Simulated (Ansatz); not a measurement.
# Te2Pt: the cost of one run

Computed with Ansatz 0.2.0 (DFT PBEsol, scalar-relativistic, plane waves, PAW, unless a step's input says otherwise).

The COD entry's cell or inner coordinates are ideal or old and differ from later refinements, so a difference from it is no clean test against experiment.

16 further runs of the same task are left out: 16 set aside as unsound or not needed.

## (1) The structure to begin with

It takes space group P-3m1 (No. 164, trigonal). Conventional cell: a = 4.045 Å, b = 4.045 Å, c = 5.137 Å, α = 90.00°, β = 90.00°, γ = 120.00°. Te (site symmetry 3m) is surrounded by 3 Pt at 2.70 Å. Pt (site symmetry -3m) has 6 Te at 2.70 Å as nearest neighbours.

Structure file:

```
Te Pt
1.0
     4.04457    0.00000    0.00000
    -2.02228    3.50270    0.00000
     0.00000    0.00000    5.13743
Te Pt
2 1
Cartesian
  0.0000 2.3351 1.3461
  2.0223 1.1676 3.7913
  0.0000 0.0000 0.0000
```

It is the result of an earlier relaxation at this level (volume 24.26 Å³/atom; gap on the mesh: none (metal)).

## (2) Plan of the scan

Atoms count from 1 in the order of the input.

The energy is mapped over a free internal coordinate and the cell.

First coordinate, shift of Te1 along [0 0 1], its symmetry partners moved as symmetry demands (measured in the relaxed cell): 7 values from −0.323 Å. Second coordinate, volume per atom at fixed shape: 7 values from 22.32 to 26.20 Å³.

Nothing else is relaxed (all other coordinates fixed). Energies count from the relaxed crystal. Points are written as (first, second).

## (3) Point (0.323 Å, 22.32 Å³)

The input, input.yaml:

```yaml
crystal:
  lattice:
    - [3.9337230641, 0.0, 0.0]
    - [-1.966861532, 3.406704105, 0.0]
    - [0.0, 0.0, 4.9966306657]
  atoms:
    - { symbol: Te, position: [0.3333333333, 0.6666666667, 0.3248990827] }
    - { symbol: Te, position: [0.6666666667, 0.3333333333, 0.6751009173] }
    - { symbol: Pt, position: [0.0, 0.0, 0.0] }
basis:
  ecutwfc: 420
kpoints:
  mp_grid: { grid: [12, 12, 8] }
hamiltonian:
  xc: pbesol
scf:
  occupations: { method: gaussian, width: 0.15 }
output:
  forces: true
  stress: true
  eigenvalues: true
```

On the command line:

```bash
ansatz run input.yaml --threads 1 --pin off --max-ram 2048MiB --backend cpu --events-out ev --progress --plain --runs-dir out
```

**Question.** How long does this run take on 1 thread of AMD EPYC 7R43 (Zen 3), shared host, and how much memory does it need?

About 13 s, with a peak of 0.52 GiB.
